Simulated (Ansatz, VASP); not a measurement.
**Re: VASP beside Ansatz**

```
CELL_PARAMETERS angstrom
2.76639 0.00000 0.00000
-1.38319 2.39576 0.00000
0.00000 0.00000 8.93885
ATOMIC_POSITIONS crystal
Re 0.66667 0.33333 0.75000
Re 0.00000 0.00000 0.50000
Re 0.33333 0.66667 0.25000
Re 0.00000 0.00000 0.00000
```

Alike in both runs: functional PBE; k mesh 11 × 11 × 3; occupations fermi-dirac, width 0.05 eV; no spin polarisation.

```csv
,VASP,Ansatz
version,VASP 6.6.1,Ansatz 0.2.0
potentials or method,"VASP PAW PBE potentials, release 64 (Re)",Ansatz NC
plane-wave cutoff (eV),520,980
valence electrons in the cell,28,60
task,single point,band structure
```

```tsv
	VASP	Ansatz	Ansatz less VASP
gap on the k mesh at the Fermi level (eV)	none	none	-
pressure (GPa)	2.9	3.6	+0.75
largest component of the traceless stress (GPa)	0.27	0.32	+0.048
```

A gap of «none» marks a metal or a gap that the smearing closes. The functional is the same, so the differences come from potentials, cutoffs and numerics. The two sets of potentials don't hold the same shells in valence.

Caveats: spin-orbit coupling is left out, which moves the levels of the heavy elements (Ansatz). The runs have no spin-orbit coupling, so splittings on Re are missing.
